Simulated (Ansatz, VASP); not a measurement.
**AlFe in VASP and in Ansatz**

```
CELL_PARAMETERS angstrom
2.87433 0.00000 0.00000
0.00000 2.87433 0.00000
0.00000 0.00000 2.87433
ATOMIC_POSITIONS crystal
Al 0.00000 0.00000 0.00000
Fe 0.50000 0.50000 0.50000
```

Alike in both runs: functional PBE; k mesh 14 × 14 × 14; occupations gaussian, width 0.1 eV; collinear spin.

Ansatz relaxed the structure, and its values are those at the end. VASP's run is a single point on that final structure, the one shown.

|  | VASP | Ansatz |
| --- | --- | --- |
| version | VASP 6.6.1 | Ansatz 0.2.0 |
| potentials or method | VASP PAW PBE potentials, release 64 (Al, Fe) | scalar-relativistic, plane waves, PAW |
| plane-wave cutoff (eV) | 520 | 420 |
| valence electrons in the cell | 11 | 19 |

Ansatz gave:

* gap on the k mesh at the Fermi level (eV): none
* pressure (GPa): 0.0
* net moment per atom (μB): 0.34
* size of the moment on the site where the two differ most (μB): 0.70

Q: Estimate VASP's values.

A: gap on the k mesh at the Fermi level (eV): none; pressure (GPa): 0.0; net moment per atom (μB): 0.33; size of the moment on the site where the two differ most (μB): 0.71.

Site moments also hang on the region over which each program counts them. A gap of «none» marks a metal or a gap that the smearing closes. The two sets of potentials don't hold the same shells in valence.
